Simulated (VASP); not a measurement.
# NbAs in VASP: reference runs

Aim: a first look at NbAs with PBE, on the cell as given.

Program: VASP 6.6.1. These are calculated values, not measurements. Logs are shortened: lines on timing, memory, paths and dates and some standing lists are left out, and cuts for length are marked.

## (1) The structure

The cell holds a sheet with vacuum, 2 atoms: a = 3.612 Å, b = 3.612 Å, c = 23.800 Å, α = 90.00°, β = 90.00°, γ = 90.00°.

The cell was built by a generator and needn't be a form met in nature.

## (2) Single point, PBE

Contents of INCAR:

```
SYSTEM = NbAs
ALGO = Normal
DIPOL = 0.5 0.5 0.294
EDIFF = 1E-7
ENCUT = 520
GGA = PE
IDIPOL = 3
ISIF = 2
ISMEAR = -1
LASPH = .TRUE.
LCHARG = .FALSE.
LDIPOL = .TRUE.
LREAL = .FALSE.
LWAVE = .FALSE.
NBANDS = 16
NELM = 80
PREC = Accurate
SIGMA = 0.05
```

Contents of KPOINTS:

```
k-points
0
G
  7 7 1
  0 0 0
```

Contents of POSCAR:

```
NbAs
1.0
    3.6117000000      0.0000000000      0.0000000000
    0.0000000000      3.6117000000      0.0000000000
    0.0000000000      0.0000000000     23.8000000000
Nb As
1 1
Direct
    0.0000000000      0.0000000000      0.2941200000
    0.5000000000      0.5000000000      0.2941200000
```

Potentials or basis: VASP PAW PBE potentials, release 64 (Nb_sv, As).

On the command line:

```
cat potpaw_PBE.64/Nb_sv/POTCAR potpaw_PBE.64/As/POTCAR > POTCAR
mpirun -np 1 vasp_std > vasp.out
```

OUTCAR:

```text
SYSTEM = NbAs
   EDIFF = 1E-7
   ENCUT = 520
   GGA = PE
   ISIF = 2
   ISMEAR = -1
   LASPH = .TRUE.
   LREAL = .FALSE.
   NELM = 80
   PREC = Accurate

 ion  position               nearest neighbor table
   1  0.000  0.000  0.294-   2 2.55   2 2.55   2 2.55   2 2.55
   2  0.500  0.500  0.294-   1 2.55   1 2.55   1 2.55   1 2.55

  LATTYP: Found a simple tetragonal cell.
 ALAT       =     3.6117000000
 C/A-ratio  =     6.5896946036

  Lattice vectors:

 A1 = (   3.6117000000,   0.0000000000,   0.0000000000)
 A2 = (   0.0000000000,   3.6117000000,   0.0000000000)
 A3 = (   0.0000000000,   0.0000000000,  23.8000000000)

Analysis of symmetry for initial positions (statically):
=====================================================================
 Subroutine PRICEL returns:
 Original cell was already a primitive cell.

 Routine SETGRP: Setting up the symmetry group for a
 simple tetragonal supercell.

 Subroutine GETGRP returns: Found 16 space group operations
 (whereof  8 operations were pure point group operations)
 out of a pool of 16 trial point group operations.

The static configuration has the point symmetry C_4v.
 The point group associated with its full space group is D_4h.

Analysis of symmetry for dynamics (positions and initial velocities):
=====================================================================
 Subroutine PRICEL returns:
 Original cell was already a primitive cell.

 Routine SETGRP: Setting up the symmetry group for a
 simple tetragonal supercell.

 Subroutine GETGRP returns: Found 16 space group operations
 (whereof  8 operations were pure point group operations)
 out of a pool of 16 trial point group operations.

The dynamic configuration has the point symmetry C_4v.
 The point group associated with its full space group is D_4h.

 Subroutine INISYM returns: Found 16 space group operations
 (whereof  8 operations are pure point group operations),
 and found     1 'primitive' translations

----------------------------------------------------------------------------------------

                                     Primitive cell

  volume of cell :     310.4562

  direct lattice vectors                    reciprocal lattice vectors
     3.611700000  0.000000000  0.000000000     0.276877925  0.000000000  0.000000000
     0.000000000  3.611700000  0.000000000     0.000000000  0.276877925  0.000000000
     0.000000000  0.000000000 23.800000000     0.000000000  0.000000000  0.042016807

  length of vectors
     3.611700000  3.611700000 23.800000000     0.276877925  0.276877925  0.042016807

  position of ions in fractional coordinates (direct lattice)
     0.000000000  0.000000000  0.294120000
     0.500000000  0.500000000  0.294120000

  ion indices of the primitive-cell ions
   primitive index   ion index
                 1           1
                 2           2

----------------------------------------------------------------------------------------

 KPOINTS: k-points

Automatic generation of k-mesh.
 Grid dimensions read from file:
 generate k-points for:    7    7    1

 Generating k-lattice:

  Cartesian coordinates                     Fractional coordinates (reciprocal lattice)
     0.039553989  0.000000000  0.000000000     0.142857143  0.000000000  0.000000000
     0.000000000  0.039553989  0.000000000     0.000000000  0.142857143  0.000000000
     0.000000000  0.000000000  0.042016807     0.000000000  0.000000000  1.000000000

  Length of vectors
     0.039553989  0.039553989  0.042016807

  Shift w.r.t. Gamma in fractional coordinates (k-lattice)
     0.000000000  0.000000000  0.000000000

 Subroutine IBZKPT returns following result:
 ===========================================

 Found     10 irreducible k-points:

 Following reciprocal coordinates:
            Coordinates               Weight
  0.000000  0.000000  0.000000      1.000000
  0.142857  0.000000  0.000000      4.000000
  0.285714  0.000000  0.000000      4.000000
  0.428571  0.000000  0.000000      4.000000
  0.142857  0.142857  0.000000      4.000000
  0.285714  0.142857  0.000000      8.000000
  0.428571  0.142857  0.000000      8.000000
  0.285714  0.285714  0.000000      4.000000
  0.428571  0.285714  0.000000      8.000000
  0.428571  0.428571  0.000000      4.000000
   k-points           NKPTS =     10   k-points in BZ     NKDIM =     10   number of bands    NBANDS=     16
   number of dos      NEDOS =    301   number of ions     NIONS =      2
   total plane-waves  NPLWV = 141120
   dimension x,y,z NGX =    28 NGY =   28 NGZ =  180
   dimension x,y,z NGXF=    56 NGYF=   56 NGZF=  360
   ions per type =               1   1
   NGX,Y,Z   is equivalent  to a cutoff of  12.89, 12.89, 12.57 a.u.
   NGXF,Y,Z  is equivalent  to a cutoff of  25.78, 25.78, 25.15 a.u.
 SYSTEM =  NbAs
   PREC   = accura    normal or accurate (medium, high low for compatibility)
   ISTART =      0    job   : 0-new  1-cont  2-samecut
   ICHARG =      2    charge: 1-file 2-atom 10-const
   ISPIN  =      1    spin polarized calculation?
   LNONCOLLINEAR =      F non collinear calculations
   LSORBIT =      F    spin-orbit coupling
   LASPH  =      T    aspherical Exc in radial PAW
   ENCUT  =  520.0 eV  38.22 Ry    6.18 a.u.   6.72  6.72 44.25*2*pi/ulx,y,z
   NELM   =     80;   NELMIN=  2; NELMDL= -5     # of ELM steps
   EDIFF  = 0.1E-06   stopping-criterion for ELM
   LREAL  =      F    real-space projection
[... 7 lines left out ...]
   TEBEG  =    0.0;   TEEND  =   0.0 temperature during run
   PSTRESS=    0.0 pullay stress
   NELECT =      18.0000    total number of electrons
   NUPDOWN=      -1.0000    fix difference up-down
   EMIN   =  10.00;   EMAX   =-10.00  energy-range for DOS
   EFERMI =   0.00;   METHOD = LEGACY
   ISMEAR =    -1;   SIGMA  =   0.05  broadening in eV -4-tet -1-fermi 0-gaus
   EFERMI_NEDOS =   21; number of points for ismear=-14 and -15
   IALGO  =     38    algorithm
   IMIX   =      4    mixing-type and parameters
     AMIX     =   0.40;   BMIX     =  1.00
     AMIX_MAG =   1.60;   BMIX_MAG =  1.00
  volume/ion in A,a.u.               =     155.23      1047.53
  Fermi-wavevector in a.u.,A,eV,Ry     =   0.633625  1.197377  5.462474  0.401481
  Thomas-Fermi vector in A             =   1.697345
   LORBIT       =      0    0 simple, 1 ext, 2 COOP (PROOUT), +10 PAW based schemes
   GGA     = PE    functional components
   LHFCALC =     F    Hartree Fock is set to
   AEXX    =    0.0000 exact exchange contribution
   IVDW    =     0    specifies the selected vdW correction
   LEPSILON=     F    determine dielectric tensor
   LRPA    =     F    only Hartree local field effects (RPA)
 non-spin polarized calculation
  energy-cutoff  :      520.00
  volume of cell :      310.46
 maximum number of plane-waves:      8389
 NGX is ok and might be reduce to    28
   NGX = 13   NGY = 13   NGZ = 89

 dipolmoment           0.000000      0.000000     -0.000001 electrons x Angstroem

 number of electron      18.0000000 magnetization

 dipolmoment           0.000000      0.000000      0.000000 electrons x Angstroem

 Free energy of the ion-electron system (eV)
  ---------------------------------------------------
  ext. energy  EPLUGINS =         0.00000000
  ---------------------------------------------------
  free energy    TOTEN  =       -13.40106682 eV

  energy without entropy =      -13.36198295  energy(sigma->0) =      -13.38152488

 E-fermi :  -2.7156     XC(G=0):  -2.1064

 val. band max:       -2.8165430588   @ k =   0.2857   0.1429   0.0000
 cond. band min:      -2.7117021485   @ k =   0.2857   0.1429   0.0000
 fundamental gap:      0.1048409103
 Fermi energy:        -2.7155738360

 k-point     1 :       0.0000    0.0000    0.0000
  band No.  band energies     occupation
      1     -58.4210      2.00000
      2     -34.5121      2.00000
      3     -34.5121      2.00000
      4     -34.4195      2.00000
      5     -14.8088      2.00000
      6      -5.3789      2.00000
      7      -5.1683      2.00000
      8      -3.2571      1.99996
      9      -2.9944      1.99246
     10      -2.9944      1.99246
     11      -2.9787      1.98969
     12      -2.3300      0.00089
     13      -2.3300      0.00089
     14       0.9801      0.00000
     15       1.0584      0.00000
     16       1.7689      0.00000

 k-point     2 :       0.1429    0.0000    0.0000
  band No.  band energies     occupation
      1     -58.4198      2.00000
      2     -34.5364      2.00000
      3     -34.5076      2.00000
      4     -34.4175      2.00000
      5     -14.5859      2.00000
      6      -5.6682      2.00000
      7      -5.4943      2.00000
      8      -4.7219      2.00000
      9      -3.2965      1.99998
     10      -3.0453      1.99727
     11      -2.2859      0.00037
     12      -2.1140      0.00001
     13      -0.8091      0.00000
     14       1.2742      0.00000
     15       1.3050      0.00000
     16       2.0533      0.00000

 k-point     3 :       0.2857    0.0000    0.0000
  band No.  band energies     occupation
      1     -58.4171      2.00000
      2     -34.5906      2.00000
      3     -34.4974      2.00000
      4     -34.4132      2.00000
      5     -14.0023      2.00000
      6      -7.1110      2.00000
      7      -5.9288      2.00000
      8      -5.7377      2.00000
      9      -2.9311      1.97348
     10      -2.5515      0.07237
     11      -2.1835      0.00005
     12      -1.4761      0.00000
     13       1.6847      0.00000
     14       1.6969      0.00000
     15       1.8694      0.00000
     16       2.7387      0.00000

 k-point     4 :       0.4286    0.0000    0.0000
  band No.  band energies     occupation
      1     -58.4150      2.00000
      2     -34.6336      2.00000
      3     -34.4892      2.00000
      4     -34.4097      2.00000
      5     -13.3905      2.00000
      6      -8.3227      2.00000
      7      -6.5479      2.00000
      8      -5.9195      2.00000
      9      -2.6508      0.42964
     10      -2.0975      0.00001
     11      -1.5637      0.00000
     12      -0.4497      0.00000
     13       0.8715      0.00000
     14       2.2625      0.00000
     15       3.4739      0.00000
     16       3.4988      0.00000

 k-point     5 :       0.1429    0.1429    0.0000
  band No.  band energies     occupation
      1     -58.4186      2.00000
      2     -34.5324      2.00000
      3     -34.5313      2.00000
      4     -34.4157      2.00000
      5     -14.3971      2.00000
      6      -5.9290      2.00000
      7      -5.6253      2.00000
      8      -5.5217      2.00000
      9      -3.0524      1.99763
     10      -2.6226      0.26976
     11      -2.0309      0.00000
     12      -1.6135      0.00000
     13      -1.1878      0.00000
     14       1.4451      0.00000
     15       1.5589      0.00000
     16       2.2993      0.00000

 k-point     6 :       0.2857    0.1429    0.0000
  band No.  band energies     occupation
      1     -58.4158      2.00000
      2     -34.5859      2.00000
      3     -34.5215      2.00000
      4     -34.4114      2.00000
      5     -13.9231      2.00000
      6      -7.2055      2.00000
      7      -5.9589      2.00000
      8      -5.6180      2.00000
      9      -2.8165      1.76563
     10      -2.7117      0.96130
     11      -1.9765      0.00000
     12      -0.9974      0.00000
     13       0.5729      0.00000
     14       1.6097      0.00000
     15       2.1078      0.00000
     16       2.9667      0.00000

 k-point     7 :       0.4286    0.1429    0.0000
  band No.  band energies     occupation
      1     -58.4136      2.00000
      2     -34.6289      2.00000
      3     -34.5132      2.00000
      4     -34.4081      2.00000
      5     -13.4680      2.00000
      6      -8.0252      2.00000
      7      -6.4091      2.00000
      8      -5.7228      2.00000
      9      -2.5844      0.13517
     10      -2.5819      0.12901
     11      -1.4227      0.00000
     12      -0.3859      0.00000
     13       0.9663      0.00000
     14       2.0094      0.00000
     15       2.8341      0.00000
     16       3.7289      0.00000

 k-point     8 :       0.2857    0.2857    0.0000
  band No.  band energies     occupation
      1     -58.4129      2.00000
      2     -34.5763      2.00000
      3     -34.5745      2.00000
      4     -34.4075      2.00000
      5     -13.7593      2.00000
      6      -7.3218      2.00000
      7      -5.9307      2.00000
      8      -5.3444      2.00000
      9      -3.2090      1.99990
     10      -2.6064      0.20235
     11      -0.9779      0.00000
     12      -0.8393      0.00000
     13      -0.3458      0.00000
     14       1.5426      0.00000
     15       2.6312      0.00000
     16       3.5793      0.00000

 k-point     9 :       0.4286    0.2857    0.0000
  band No.  band energies     occupation
      1     -58.4105      2.00000
      2     -34.6182      2.00000
      3     -34.5669      2.00000
      4     -34.4044      2.00000
      5     -13.6449      2.00000
      6      -7.2016      2.00000
      7      -6.0863      2.00000
      8      -5.1539      2.00000
      9      -3.2627      1.99996
     10      -2.4246      0.00593
     11      -1.3236      0.00000
     12      -1.1199      0.00000
     13       0.7544      0.00000
     14       1.8967      0.00000
     15       2.9192      0.00000
     16       3.4072      0.00000

 k-point    10 :       0.4286    0.4286    0.0000
  band No.  band energies     occupation
      1     -58.4081      2.00000
      2     -34.6098      2.00000
      3     -34.6094      2.00000
      4     -34.4015      2.00000
      5     -13.7874      2.00000
      6      -6.2499      2.00000
      7      -5.8488      2.00000
      8      -4.3611      2.00000
      9      -3.6239      2.00000
     10      -2.5486      0.06845
     11      -2.3125      0.00063
     12      -1.0431      0.00000
     13       0.2243      0.00000
     14       1.0877      0.00000
     15       3.0033      0.00000
     16       4.4057      0.00000

------------------------ aborting loop because EDIFF is reached ----------------------------------------

 vacuum level on the upper side and lower side of the slab       (xc-potential included)        -0.008        -0.008

  FORCE on cell =-STRESS in cart. coord.  units (eV):
  Direction    XX          YY          ZZ          XY          YZ          ZX
  --------------------------------------------------------------------------------------
  -------------------------------------------------------------------------------------
  Total       -1.1447028     -1.1447028     -0.0129190      0.0000000     -0.0000000      0.0000000
  in kB       -5.9074904     -5.9074904     -0.0666711      0.0000000     -0.0000000      0.0000000
  external PRESSURE =      -3.9605506 kB  Pullay stress =       0.0000000 kB

 VOLUME and BASIS-vectors are now :
 -----------------------------------------------------------------------------
  energy-cutoff  :      520.00
  volume of cell :      310.46
      direct lattice vectors                 reciprocal lattice vectors
     3.611700000  0.000000000  0.000000000     0.276877925  0.000000000  0.000000000
     0.000000000  3.611700000  0.000000000     0.000000000  0.276877925  0.000000000
     0.000000000  0.000000000 23.800000000     0.000000000  0.000000000  0.042016807

 POSITION                                       TOTAL-FORCE (eV/Angst)
 -----------------------------------------------------------------------------------
      0.00000      0.00000      7.00006         0.000000      0.000000      0.000000
      1.80585      1.80585      7.00006         0.000000      0.000000     -0.000000
 -----------------------------------------------------------------------------------
    total drift:                               -0.000000      0.000000      0.000001

  FREE ENERGIE OF THE ION-ELECTRON SYSTEM (eV)
  ---------------------------------------------------
  free  energy   TOTEN  =       -13.4010668164 eV

  energy  without entropy=      -13.3619829525  energy(sigma->0) =      -13.38152488

 vacuum level on the upper side and lower side of the slab         1.680         1.680
```

Run time: 59 s. Hardware: 1 thread of Intel Xeon Platinum 8488C (Sapphire Rapids), shared host; peak memory 0.36 GiB.

Results:

```yaml
Free_energy: -13.4011 eV
Band_gap_on_the_k_mesh: none (metal or under the smearing width)
```
